## Squeezing HfSi₂ beyond the known volumes

Squeeze a crystal a little and it pushes back like a spring. Squeeze it further and the spring itself grows stiffer. For the metallic silicide HfSi₂, how much energy and pressure does it take to remove 6 % and then 9 % of the volume, if only a 3 % compression and some stretched cells are known?

HfSi₂ (space group Cmcm), with cell shape and atoms relaxed at each fixed volume. Computed with Ansatz 0.2.0 using PBE, scalar-relativistic plane-wave PAW, no spin polarisation, a 420 eV cutoff, a 10×10×10 k mesh and 0.1 eV Gaussian smearing. Energies count from the minimum of a third-order Birch-Murnaghan fit; pressures come from the stress in each cell.

| volume per atom (Å³/atom) | energy over minimum (meV/atom) | pressure (GPa) |
| --- | --- | --- |
| 14.913 | ? | ? |
| 15.405 | ? | ? |
| 15.897 | 6.1 | 4.08 |
| 16.388 | 0.0 | -0.02 |
| 16.880 | 5.6 | -3.53 |
| 17.372 | 21.2 | -6.57 |

The energy is counted from the minimum of the fitted curve. Positive pressure means that the crystal must be held compressed, negative pressure that it must be pulled apart. At 16.388 Å³ per atom the pressure almost vanishes, so this is practically the equilibrium volume.

The known rows already show that the spring isn't an ideal one. A 3 % compression takes 4.08 GPa, while an equal stretch takes a tension of only 3.53 GPa. The local bulk modulus, which is the pressure change per fractional loss of volume, tells the same story. It is about 106 GPa between the two most stretched cells and about 135 GPa between equilibrium and the 3 % compression.

The cause is standard physics of bonding, which this scan doesn't take apart. When atoms approach, the valence electrons are squeezed into less room and against the filled inner shells, and their kinetic energy rises ever more steeply. When atoms separate, this repulsion dies away faster than the attraction that holds them together, so a tension builds up, but by less with each further step. The crystal therefore grows stiffer on compression and softer on stretching.

### A better measure of strain

A parabola in the volume would treat compression and stretch alike. A better choice is to measure strain by the inverse square of a length, which changes faster on compression than on an equal stretch. With V the volume per atom and V₀ its equilibrium value, this strain is

y = (V₀/V)^(2/3) − 1.

Now let the energy E be a simple parabola in y instead of in V:

E = (9/8) B V₀ y².

The factor 9/8 makes B the bulk modulus at equilibrium. The pressure P is the slope −dE/dV, which gives

P = (3/2) B [(V₀/V)^(7/3) − (V₀/V)^(5/3)].

This is the Birch-Murnaghan equation for the case in which the bulk modulus starts to grow by 4 GPa for each GPa of pressure. The known rows agree with this value.

B and V₀ were adjusted twice, once to the four known pressures and once to the four known energies. The two bulk moduli, 126.4 and 126.6 GPa, are practically the same. The pressures come from the stress computed in each cell, not from a curve through the energies, so the agreement is a real check that the two sets of data are consistent.

### The forecast

Take the smallest volume, 14.913 Å³ per atom, which played no part in the adjustment. With V₀ ≈ 16.39 Å³, the ratio V₀/V is 1.099 and y is 0.065. The fit to the known energies gives 14563 meV per atom for the factor in front of y². Multiplied by y², with no rounding in between, it yields about 61 meV per atom.

The same steps for the other volume, and the pressure formula for both, lead to these forecasts:

- At 15.405 Å³ per atom: 8.8 ± 0.1 GPa and 26 ± 0.5 meV per atom.
- At 14.913 Å³ per atom: 14.4 ± 0.3 GPa and 61 ± 1.5 meV per atom.

The ranges are judged, not statistical. They allow for the rounding of the known values and for a stiffening rate a few tenths away from 4. They don't cover an abrupt change of structure or electronic state under compression, which would break any smooth forecast.

### The computed values

The withheld rows as computed:

| volume per atom (Å³/atom) | energy over minimum (meV/atom) | pressure (GPa) |
| --- | --- | --- |
| 14.913 | 60.9 | 14.33 |
| 15.405 | 25.6 | 8.83 |

All four values fall inside their ranges. At the smaller compression the pressure forecast, 8.84 GPa before rounding, agrees with the computed 8.83 GPa as closely as the data allow. The energy forecast, 25.8 meV per atom, is 0.2 too high.

At the larger compression the forecasts are again slightly high, by 0.06 GPa and 0.4 meV per atom. A Birch-Murnaghan fit that takes in the energies of the compressed cells as well shows why: its stiffening rate is a little below 4, and its bulk modulus is slightly lower than the values used in the forecast. The known pressures didn't reveal this. When the rate was left free in a fit to them, it came out at 4.1 and made the pressure forecast worse. Such a fit is delicate, since small differences among four rounded values have to fix the rate.

Both successes are real forecasts. Each pressure was computed from the stress in its own cell, so the known pressures contained no knowledge of the compressed cells. The energies share one quantity with the withheld rows, since their common zero is the minimum of a curve fitted to the compressed cells as well. That zero practically coincides with the energy computed at 16.388 Å³ per atom, so it gives almost nothing away.

### What the stiffening is worth

A spring of constant stiffness, whose pressure is a straight line in the volume, shows how much the curvature matters. With the same equilibrium bulk modulus, it gives 11.4 GPa at the smallest volume, where the calculation finds 14.33 GPa. Its energy is too low as well, 52 instead of 60.9 meV per atom.

This limits how far a tabulated bulk modulus can be used on its own. Used as the slope of such a straight line, it underestimates the pressure by about 7 % at 3 % compression and by about 21 % at 9 %. On the stretched side it errs the other way and overestimates the tension. These figures hold for a crystal at zero temperature without atomic vibrations, under uniform pressure, with its shape free to adjust.

Between the two most compressed cells the local bulk modulus reaches about 170 GPa, against 106 GPa between the two most stretched ones. Yet the energy and pressure follow one smooth curve, with no sign of an abrupt change. This smoothness applies to the crystal symmetry that was kept throughout the scan; a distortion that breaks it had no chance to appear.

For another solid compressed within one phase, the same reasoning needs two quantities, the equilibrium volume and the bulk modulus there. A stiffening rate of 4 can then serve as a first guess, to be replaced when data over a wider range of volumes can determine it. Weakly bound crystals, such as solid noble gases, stiffen faster than that. The output below lists both fits, the fit with a free stiffening rate and the comparison with constant stiffness.

Output of the analysis:

```
fit of pressure on 4 rows: coefficient of 1.5*((s/volume)**(7/3)-(s/volume)**(5/3)) 126.4 +/- 0.12, s 16.39; rms 0.00572, worst 16.388 0.00971, leave-one-out rms 0.0109
  rows outside the fit (model, value, miss): 14.913 14.39, 14.33, 0.0592; 15.405 8.839, 8.83, 0.00916
fit of energy_over_minimum on 4 rows: coefficient of ((s/volume)**(2/3)-1)**2 14563 +/- 14, s 16.39; rms 0.0151, worst 16.88 -0.0264, leave-one-out rms 0.0741
  rows outside the fit (model, value, miss): 14.913 61.26, 60.9, 0.356; 15.405 25.76, 25.6, 0.164
fit of pressure on 4 rows: coefficient of fz 126.6 +/- 0.19, coefficient of fz*yz 10.07 +/- 5.8; rms 0.0066, worst 16.88 -0.012, leave-one-out rms 0.0336
  rows outside the fit (model, value, miss): 14.913 14.47, 14.33, 0.137; 15.405 8.867, 8.83, 0.0371
Forecasts and constant-stiffness rival (bars apply to withheld rows only):
     row  P forecast GPa  P bar GPa  P straight line GPa  line less computed GPa  E forecast meV/atom  E bar meV/atom  E parabola meV/atom  parabola less computed meV/atom
  14.913           14.39        0.3                11.37                  -2.959                61.26             1.5                52.37                           -8.528
  15.405           8.839        0.1                7.575                  -1.255                25.76             0.5                23.25                           -2.354
  15.897           4.076          0                3.778                 -0.3016                6.089               0                5.789                          -0.3111
  16.388        -0.01029          0             -0.01029                0.009712            2.025e-05               0            2.025e-05                        2.025e-05
   16.88          -3.535          0               -3.807                 -0.2767                5.574               0                5.856                           0.2561
  17.372           -6.57          0               -7.603                  -1.033                21.21               0                23.38                            2.181
Bulk modulus from known energies alone, GPa: 126.6
Pressure derivative B' when left free: 4.106
Compression at the smallest volume, percent: 8.993
Compression at the next volume, percent: 5.991
Pressure at 3 percent compression over tension at 3 percent stretch: 1.156
Energy at 6 percent compression over energy at 6 percent stretch: 1.208
Local bulk modulus between the two most stretched rows, GPa: 105.8
Local bulk modulus between 15.897 and 16.388 cubic angstrom an atom, GPa: 134.8
Local bulk modulus between the two withheld rows, GPa: 169.5
```
